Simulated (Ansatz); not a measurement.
**Deforming KF**

```
CELL_PARAMETERS angstrom
0.00000 2.70989 2.70989
2.70989 0.00000 2.70989
2.70989 2.70989 0.00000
ATOMIC_POSITIONS crystal
K 0.00000 0.00000 0.00000
F 0.50000 0.50000 0.50000
```

Atom numbers follow the list: K1, F2.

The cell was built from the rocksalt type and relaxed in the same program, and has space group Fm-3m; it needn't be a known or the stable phase.

The calculation used DFT, PBE, all-electron PAW with datasets made for the crystal, scalar-relativistic in Ansatz 0.2.0.

The runs use a Γ-centred 16×16×16 k mesh, Fermi–Dirac smearing of 0.08 eV, cutoff 260 eV (chosen by the program for this cell), no spin polarisation.

The unchanged cell is at 0.02 GPa.

Semilocal functionals give too small gaps.

x, y and z are the Cartesian axes of the cell as listed; fractional coordinates follow a strain, and an engineering shear is twice the off-diagonal strain component.

Vzz stands for the principal value of largest size of the field-gradient tensor, whatever its axis.

With xy engineering shear strain of +1 %: energy change under 1 meV/atom; stress change (xx, yy, zz, yz, xz, xy) 0.00, 0.00, 0.00, 0.00, 0.00, -0.14 GPa, compression positive; Vzz in 10²¹ V/m²: K1 0 → 0.09 (η = 0.98), F2 0 → -0.03 (η = 0.98); gap on the k mesh 5.96 → 5.95 eV.

Problem. With this change (equal xy, yz and zx engineering shear strains of -3 %), what becomes of the energy and stress and field gradients and gap?

Solution. Energy change +2 meV/atom; stress change (xx, yy, zz, yz, xz, xy) -0.01, -0.01, -0.01, 0.38, 0.38, 0.38 GPa, compression positive; Vzz in 10²¹ V/m²: K1 0 → 0.55 (η = 0.00), F2 0 → -0.19 (η = 0.00); gap on the k mesh 5.96 → 5.93 eV.

Problem. With this change (atom 1 (K) moved by (0.0000, 0.0000, 0.1200) Å), what becomes of the energy and stress and forces and field gradients and gap?

Solution. Energy change +5 meV/atom; stress change (xx, yy, zz, yz, xz, xy) -0.03, -0.03, 0.59, 0.00, 0.00, 0.00 GPa, compression positive; change of the force on K1 (0.000, 0.000, -0.164) eV/Å; Vzz in 10²¹ V/m²: K1 0 → -0.16 (η = 0.00), F2 0 → -0.11 (η = 0.00); gap on the k mesh 5.96 → 5.96 eV.

Problem. What force constant does this one finite step give for K1 along its displacement (all its periodic images move with it)?

Solution. k = −ΔF·u/|u|² = 1.37 eV/Å², so the force pulls the atom back.
